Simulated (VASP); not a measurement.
# Tm (Im-3m) in VASP: settings compared, part 2 of 2

VASP 6.6.1. The steps go on from the part before.

## 4. Relaxation of cell and atoms, PBE+D3, collinear spin, ferromagnetic start

Input file INCAR:

```
SYSTEM = Tm
ALGO = Normal
EDIFF = 1E-7
EDIFFG = -0.01
ENCUT = 600
GGA = PE
IBRION = 2
ISIF = 3
ISMEAR = -1
ISPIN = 2
IVDW = 11
LASPH = .TRUE.
LCHARG = .FALSE.
LMAXMIX = 6
LORBIT = 11
LREAL = .FALSE.
LWAVE = .FALSE.
MAGMOM = 2
NELM = 120
NSW = 40
PREC = Accurate
SIGMA = 0.05
```

Input file KPOINTS:

```
k-points
0
G
  7 7 7
  0 0 0
```

Input file POSCAR:

```
Tm
1.0
   -1.9705499473      1.9705499473      1.9705499473
    1.9705499473     -1.9705499473      1.9705499473
    1.9705499473      1.9705499473     -1.9705499473
Tm
1
Direct
    0.0000000000      0.0000000000      0.0000000000
```

Potentials or basis: VASP PAW PBE potentials, release 64 (Tm).

Run with:

```
> cat potpaw_PBE.64/Tm/POTCAR > POTCAR
> mpirun -np 1 vasp_std > vasp.out
```

OUTCAR:

```text
SYSTEM = Tm
   EDIFF = 1E-7
   EDIFFG = -0.01
   ENCUT = 600
   GGA = PE
   IBRION = 2
   ISIF = 3
   ISMEAR = -1
   ISPIN = 2
   IVDW = 11
   LASPH = .TRUE.
   LORBIT = 11
   LREAL = .FALSE.
   NELM = 120
   NSW = 40
   PREC = Accurate
 IVDW          = 11

 ion  position               nearest neighbor table
   1  0.000  0.000  0.000-

  LATTYP: Found a body centered cubic cell.
 ALAT       =     3.9410998946

  Lattice vectors:

 A1 = (  -1.9705499473,   1.9705499473,   1.9705499473)
 A2 = (   1.9705499473,  -1.9705499473,   1.9705499473)
 A3 = (   1.9705499473,   1.9705499473,  -1.9705499473)

Analysis of symmetry for initial positions (statically):
=====================================================================
 Subroutine PRICEL returns:
 Original cell was already a primitive cell.

 Routine SETGRP: Setting up the symmetry group for a
 body centered cubic supercell.

 Subroutine GETGRP returns: Found 48 space group operations
 (whereof 48 operations were pure point group operations)
 out of a pool of 48 trial point group operations.

The static configuration has the point symmetry O_h .

Analysis of symmetry for dynamics (positions and initial velocities):
=====================================================================
 Subroutine PRICEL returns:
 Original cell was already a primitive cell.

 Routine SETGRP: Setting up the symmetry group for a
 body centered cubic supercell.

 Subroutine GETGRP returns: Found 48 space group operations
 (whereof 48 operations were pure point group operations)
 out of a pool of 48 trial point group operations.

The dynamic configuration has the point symmetry O_h .

Analysis of structural, dynamic, and magnetic symmetry:
=====================================================================
 Subroutine PRICEL returns:
 Original cell was already a primitive cell.

 Routine SETGRP: Setting up the symmetry group for a
 body centered cubic supercell.

 Subroutine GETGRP returns: Found 48 space group operations
 (whereof 48 operations were pure point group operations)
 out of a pool of 48 trial point group operations.

The overall configuration has the point symmetry O_h .

 Subroutine INISYM returns: Found 48 space group operations
 (whereof 48 operations are pure point group operations),
 and found     1 'primitive' translations

----------------------------------------------------------------------------------------

                                     Primitive cell

  volume of cell :      30.6071

  direct lattice vectors                    reciprocal lattice vectors
    -1.970549947  1.970549947  1.970549947     0.000000000  0.253736273  0.253736273
     1.970549947 -1.970549947  1.970549947     0.253736273  0.000000000  0.253736273
     1.970549947  1.970549947 -1.970549947     0.253736273  0.253736273  0.000000000

  length of vectors
     3.413092628  3.413092628  3.413092628     0.358837279  0.358837279  0.358837279

  position of ions in fractional coordinates (direct lattice)
     0.000000000  0.000000000  0.000000000

  ion indices of the primitive-cell ions
   primitive index   ion index
                 1           1

----------------------------------------------------------------------------------------

 KPOINTS: k-points

Automatic generation of k-mesh.
 Grid dimensions read from file:
 generate k-points for:    7    7    7

 Generating k-lattice:

  Cartesian coordinates                     Fractional coordinates (reciprocal lattice)
     0.000000000  0.036248039  0.036248039     0.142857143  0.000000000  0.000000000
[... 47 lines left out ...]
   ICHARG =      2    charge: 1-file 2-atom 10-const
   ISPIN  =      2    spin polarized calculation?
   LNONCOLLINEAR =      F non collinear calculations
   LSORBIT =      F    spin-orbit coupling
   LASPH  =      T    aspherical Exc in radial PAW
   ENCUT  =  600.0 eV  44.10 Ry    6.64 a.u.   6.82  6.82  6.82*2*pi/ulx,y,z
   NELM   =    120;   NELMIN=  2; NELMDL= -5     # of ELM steps
   EDIFF  = 0.1E-06   stopping-criterion for ELM
   LREAL  =      F    real-space projection
   EDIFFG = -.1E-01   stopping-criterion for IOM
   NSW    =     40    number of steps for IOM
   IBRION =      2    ionic relax: 0-MD 1-quasi-New 2-CG
   NFREE  =      1    steps in history (QN), initial steepest desc. (CG)
   ISIF   =      3    stress and relaxation
   ISYM   =      2    0-nonsym 1-usesym 2-fastsym
   POTIM  = 0.5000    time-step for ionic-motion
   TEBEG  =    0.0;   TEEND  =   0.0 temperature during run
   PSTRESS=    0.0 pullay stress
   NELECT =      23.0000    total number of electrons
   NUPDOWN=      -1.0000    fix difference up-down
   EMIN   =  10.00;   EMAX   =-10.00  energy-range for DOS
   EFERMI =   0.00;   METHOD = LEGACY
   ISMEAR =    -1;   SIGMA  =   0.05  broadening in eV -4-tet -1-fermi 0-gaus
   EFERMI_NEDOS =   21; number of points for ismear=-14 and -15
   IALGO  =     38    algorithm
   IMIX   =      4    mixing-type and parameters
     AMIX     =   0.40;   BMIX     =  1.00
     AMIX_MAG =   1.60;   BMIX_MAG =  1.00
  volume/ion in A,a.u.               =      30.61       206.55
  Fermi-wavevector in a.u.,A,eV,Ry     =   1.488367  2.812606 30.140115  2.215236
  Thomas-Fermi vector in A             =   2.601411
   LORBIT       =     11    0 simple, 1 ext, 2 COOP (PROOUT), +10 PAW based schemes
   GGA     = PE    functional components
   LHFCALC =     F    Hartree Fock is set to
   AEXX    =    0.0000 exact exchange contribution
   IVDW    =    11    specifies the selected vdW correction
   LEPSILON=     F    determine dielectric tensor
   LRPA    =     F    only Hartree local field effects (RPA)
 conjugate gradient relaxation of ions
 spin polarized calculation
  energy-cutoff  :      600.00
  volume of cell :       30.61
 maximum number of plane-waves:      1029
   NGX = 13   NGY = 13   NGZ = 13

--------------------------------------- Ionic step        1  -------------------------------------------

 number of electron      22.9999992 magnetization       1.1569888

 Free energy of the ion-electron system (eV)
  ---------------------------------------------------
  ext. energy  EPLUGINS =         0.00000000
  ---------------------------------------------------
  free energy    TOTEN  =        -4.05124288 eV

  energy without entropy =       -3.97811571  energy(sigma->0) =       -4.01467930

------------------------ aborting loop because EDIFF is reached ----------------------------------------

 Edisp (eV)   -0.28283

 E8    (eV) :    -0.1810
[... 104 lines left out ...]
  FREE ENERGIE OF THE ION-ELECTRON SYSTEM (eV)
  ---------------------------------------------------
  free  energy   TOTEN  =        -4.3374660781 eV

  energy  without entropy=       -4.2627471509  energy(sigma->0) =       -4.30010661

 E-fermi :   2.1370     XC(G=0): -10.0193

 val. band max:        2.1360264612   @ k =   0.2857   0.2857   0.0000
 cond. band min:       2.1454396349   @ k =   0.2857   0.1429   0.1429
 fundamental gap:      0.0094131737
 Fermi energy:         2.1369563305

 spin component 1

 k-point     1 :       0.0000    0.0000    0.0000
  band No.  band energies     occupation
      1     -48.3640      1.00000
      2     -21.3308      1.00000
      3     -21.3308      1.00000
      4     -21.3308      1.00000
      5      -3.1004      1.00000
      6       0.5455      1.00000
[... 740 lines left out ...]
      3     -21.3395      1.00000
      4     -21.3395      1.00000
      5       1.2662      1.00000
      6       1.2884      1.00000
[... 8 lines left out ...]
     15       7.1375      0.00000
     16       7.3830      0.00000

[... ionic steps 4 to 17 ...]

--------------------------------------- Ionic step       18  -------------------------------------------

 number of electron      23.0000009 magnetization       1.1361611

------------------------ aborting loop because EDIFF is reached ----------------------------------------
[... 73 lines left out ...]
--------------------------------------- Ionic step       20  -------------------------------------------

 number of electron      23.0000009 magnetization       1.1357135

 Free energy of the ion-electron system (eV)
  ---------------------------------------------------
  ext. energy  EPLUGINS =         0.00000000
  ---------------------------------------------------
  free energy    TOTEN  =        -4.06958107 eV

  energy without entropy =       -3.99385267  energy(sigma->0) =       -4.03171687

 E-fermi :   2.1128     XC(G=0):  -9.9850

 val. band max:        2.1115202290   @ k =   0.2857   0.2857   0.0000
 cond. band min:       2.1210365654   @ k =   0.2857   0.1429   0.1429
 fundamental gap:      0.0095163364
 Fermi energy:         2.1128083599

 spin component 1

 k-point     1 :       0.0000    0.0000    0.0000
  band No.  band energies     occupation
      1     -48.3942      1.00000
      2     -21.3678      1.00000
      3     -21.3678      1.00000
      4     -21.3678      1.00000
      5      -3.1112      1.00000
      6       0.5243      1.00000
[... 784 lines left out ...]
  FREE ENERGIE OF THE ION-ELECTRON SYSTEM (eV)
  ---------------------------------------------------
  free  energy   TOTEN  =        -4.3379647907 eV

  energy  without entropy=       -4.2622363946  energy(sigma->0) =       -4.30010059

 reached required accuracy - stopping structural energy minimisation

 total charge

# of ion       s       p       d       f       tot
--------------------------------------------------
    1        2.213   5.941   0.372  12.514  21.040

 magnetization (x)

# of ion       s       p       d       f       tot
--------------------------------------------------
    1        0.004  -0.033  -0.029   1.279   1.221
```

OSZICAR:

```text
N       E                     dE             d eps       ncg     rms          rms(c)
DAV:   1     0.116707524009E+03    0.11671E+03   -0.89057E+03  1568   0.990E+03
DAV:   2     0.112796387841E+02   -0.10543E+03   -0.10197E+03  1760   0.531E+02
DAV:   3    -0.174444685987E+01   -0.13024E+02   -0.12824E+02  1960   0.129E+02
[... 361 lines left out ...]
       N       E                     dE             d eps       ncg     rms          rms(c)
DAV:   1    -0.406958881414E+01   -0.22090E-04   -0.46276E-05  2120   0.138E-01    0.619E-02
DAV:   2    -0.406975478458E+01   -0.16597E-03   -0.12331E-03  1312   0.965E-01    0.303E-01
DAV:   3    -0.406958020806E+01    0.17458E-03   -0.91940E-04  1312   0.866E-01    0.129E-02
DAV:   4    -0.406958114355E+01   -0.93549E-06   -0.35201E-06  1920   0.318E-02    0.589E-03
DAV:   5    -0.406958106538E+01    0.78164E-07   -0.47294E-07  1256   0.160E-02
  20 F= -.43379648E+01 E0= -.43001006E+01  d E =-.102112E-05  mag=     1.1357
```

CONTCAR:

```text
Tm
   1.00000000000000
    -2.0007258852382237    2.0007258852382237    2.0007258852382237
     2.0007258852382237   -2.0007258852382237    2.0007258852382237
     2.0007258852382237    2.0007258852382237   -2.0007258852382237
  Tm
     1
Direct
     0.0000000000000000    0.0000000000000000    0.0000000000000000

  0.00000000E+00  0.00000000E+00  0.00000000E+00
```

It took 6.6 min on 1 thread of Intel Xeon 6975P-C (Granite Rapids), shared host; peak memory 0.21 GiB.

Results:

| Property | Result |
| --- | --- |
| Free energy | -4.3380 eV |
| Relaxed volume | 32.03 Å³/atom |
| Relaxed cell | a = 3.465 Å, b = 3.465 Å, c = 3.465 Å, α = 109.47°, β = 109.47°, γ = 109.47° |
| Space group after relaxing (to 0.05 Å) | Im-3m (No. 229) |
| Energy gained by relaxing | 3.9 meV/atom |
| Ionic steps | 20 |
| Pressure after relaxing | 0.0 GPa |
| Band gap on the k mesh | none (metal or under the smearing width) |
| Net moment | 1.14 μB per cell |
| Site moments | Tm +1.22 μB |
| Valence electrons inside the program's atomic spheres | Tm 21.04 |
| Dispersion energy per atom | -0.268 eV |

Step by step:
```tsv
step	energy change (eV)	largest force (eV/Å)	pressure (GPa)	volume (Å³)
1	0.0000	0.0000	0.78	30.61
2	-0.0029	0.0000	0.38	31.27
3	-0.0034	0.0000	0.33	31.45
4	-0.0039	0.0000	-0.22	31.83
5	-0.0038	0.0000	-0.05	31.68
6	-0.0037	0.0000	0.20	31.64
7	-0.0038	0.0000	0.13	31.69
8	-0.0039	0.0000	0.14	31.80
9	-0.0039	0.0000	0.21	32.03
10	-0.0034	0.0000	-0.37	32.48
11	-0.0038	0.0000	-0.11	32.19
12	-0.0038	0.0000	-0.41	32.13
13	-0.0039	0.0000	-0.07	32.06
14	-0.0039	0.0000	-0.29	32.05
15	-0.0039	0.0000	-0.13	32.04
16	-0.0039	0.0000	0.13	31.99
17	-0.0039	0.0000	0.10	32.00
18	-0.0039	0.0000	0.40	32.02
19	-0.0039	0.0000	0.07	32.03
20	-0.0039	0.0000	-0.03	32.03
```

Final structure:
```
CELL_PARAMETERS angstrom
-2.00073 2.00073 2.00073
2.00073 -2.00073 2.00073
2.00073 2.00073 -2.00073
ATOMIC_POSITIONS crystal
Tm 0.00000 0.00000 0.00000
```

Caveat: the magnetic or orbital state may not be the lowest; spin-orbit coupling is left out, which moves the levels of the heavy elements; pairwise dispersion overbinds metals, which lowers pressure and volume. The state reached can hang on the start; a lower one may exist.

## 5. Relaxation of cell and atoms, PBE+D3(BJ), collinear spin, ferromagnetic start

Changes to INCAR since step 4:

```diff
@@ -10,3 +10,3 @@
 ISPIN = 2
-IVDW = 11
+IVDW = 12
 LASPH = .TRUE.
```

KPOINTS is that of step 4.

POSCAR is that of step 4.

Run with:

```
> cat potpaw_PBE.64/Tm/POTCAR > POTCAR
> mpirun -np 1 vasp_std > vasp.out
```

Wall time 7.1 min (1 thread of Intel Xeon 6975P-C (Granite Rapids), shared host); peak memory 0.21 GiB.

Results (log left out):

| Quantity | Value |
| --- | --- |
| Free energy | -4.3817 eV |
| Relaxed volume | 31.93 Å³/atom |
| Relaxed cell | a = 3.461 Å, b = 3.461 Å, c = 3.461 Å, α = 109.47°, β = 109.47°, γ = 109.47° |
| Space group after relaxing (to 0.05 Å) | Im-3m (No. 229) |
| Energy gained by relaxing | 3.3 meV/atom |
| Ionic steps | 29 |
| Pressure after relaxing | 0.0 GPa |
| Band gap on the k mesh | none (metal or under the smearing width) |
| Net moment | -1.14 μB per cell |
| Site moments | Tm -1.22 μB |
| Valence electrons inside the program's atomic spheres | Tm 21.04 |
| Dispersion energy per atom | -0.313 eV |

The path:
```
step  energy change (eV)  largest force (eV/Å)  pressure (GPa)  volume (Å³)
   1              0.0000                0.0000            0.76        30.61
   2              0.0726                0.0000            0.39        31.26
   3             -0.0032                0.0000           -0.21        31.99
   4             -0.0033                0.0000           -0.25        31.73
   5             -0.0032                0.0000            0.13        31.49
   6             -0.0032                0.0000            0.24        31.58
   7             -0.0033                0.0000           -0.95        31.65
   8             -0.0033                0.0000           -0.31        31.60
   9             -0.0028                0.0000            0.23        31.29
  10             -0.0030                0.0000            0.53        31.42
  11             -0.0032                0.0000            0.24        31.53
  12             -0.0032                0.0000            0.80        31.56
  13             -0.0032                0.0000            0.94        31.58
  14             -0.0033                0.0000            0.47        31.59
  15             -0.0033                0.0000            0.22        31.59
  16             -0.0033                0.0000            0.18        31.59
  17             -0.0033                0.0000            0.15        31.59
  18             -0.0033                0.0000            0.15        31.60
  19             -0.0033                0.0000            0.14        31.60
  20             -0.0033                0.0000            0.35        31.60
  21             -0.0033                0.0000            0.31        31.60
  22             -0.0033                0.0000            0.25        31.60
  23             -0.0033                0.0000            0.18        31.60
  24             -0.0033                0.0000            0.14        31.60
  25             -0.0033                0.0000            0.13        31.60
  26             -0.0033                0.0000            0.14        31.60
  27             -0.0033                0.0000            0.27        31.71
  28             -0.0031                0.0000           -0.15        32.05
  29             -0.0033                0.0000           -0.03        31.93
```

Final structure:
```
Tm
1.0
    -1.99849    1.99849    1.99849
     1.99849   -1.99849    1.99849
     1.99849    1.99849   -1.99849
Tm
1
Cartesian
  0.0000 0.0000 0.0000
```

Levels at points of the mesh, in eV from the Fermi level:
Spin up:
```csv
k point,band 8,band 9,band 10,band 11,band 12,band 13,band 14,band 15
"(0.00, 0.00, 0.00)",-0.33,-0.33,-0.12,-0.12,-0.12,2.88,2.88,2.88
```
Spin down:
| k point | band 9 | band 10 | band 11 | band 12 | band 13 | band 14 | band 15 | band 16 |
| --- | --- | --- | --- | --- | --- | --- | --- | --- |
| (0.00, 0.00, 0.00) | -1.04 | -1.02 | -1.02 | -1.02 | 2.83 | 2.83 | 2.83 | 4.98 |

Caveat: the magnetic or orbital state may not be the lowest; spin-orbit coupling is left out, which moves the levels of the heavy elements; pairwise dispersion overbinds metals, which lowers pressure and volume.

## 6. For comparison

An earlier run on the cell as given: functional PBE; potentials or basis VASP PAW PBE potentials, release 64 (Tm); cutoff 520 eV; k mesh 10 × 10 × 10; occupations fermi-dirac, width 0.05 eV; collinear spin, ferromagnetic start; starting moments [2.0] μB.

* Pressure: 2.8 GPa
* Band gap on the k mesh: none (metal or under the smearing width)
* Net moment: 1.14 μB per cell
* Site moments: Tm +1.22 μB
* Valence electrons inside the program's atomic spheres: Tm 21.06

## 7. Overview

| task | level | cell | k mesh | cutoff (eV) | gap on the mesh (eV) | pressure (GPa) | moment (μB) | relaxed volume (Å³/atom) |
| --- | --- | --- | --- | --- | --- | --- | --- | --- |
| relaxation of cell and atoms | PBE | relaxed | 7 × 7 × 7 | 600 | none | 0.0 | 1.10 | 34.00 |
| relaxation of cell and atoms | PBE+D2 | relaxed | 7 × 7 × 7 | 600 | none | 0.0 | 1.14 | 31.70 |
| relaxation of cell and atoms | PBE+D3 | relaxed | 7 × 7 × 7 | 600 | none | 0.0 | 1.14 | 32.03 |
| relaxation of cell and atoms | PBE+D3(BJ) | relaxed | 7 × 7 × 7 | 600 | none | 0.0 | 1.14 | 31.93 |
| single point | PBE | as given | 10 × 10 × 10 | 520 | none | 2.8 | 1.14 | - |

Alike in all rows: potentials or basis VASP PAW PBE potentials, release 64 (Tm); spin collinear, ferromagnetic start; smearing fermi-dirac 0.05 eV.

Caveats: the magnetic or orbital state may not be the lowest; spin-orbit coupling is left out, which moves the levels of the heavy elements; pairwise dispersion overbinds metals, which lowers pressure and volume (some runs); atom-pairwise D2, TS and ULG terms overbind metals (some runs).

Total energies depend on the potentials used, so only differences within one code and one set of settings carry meaning.
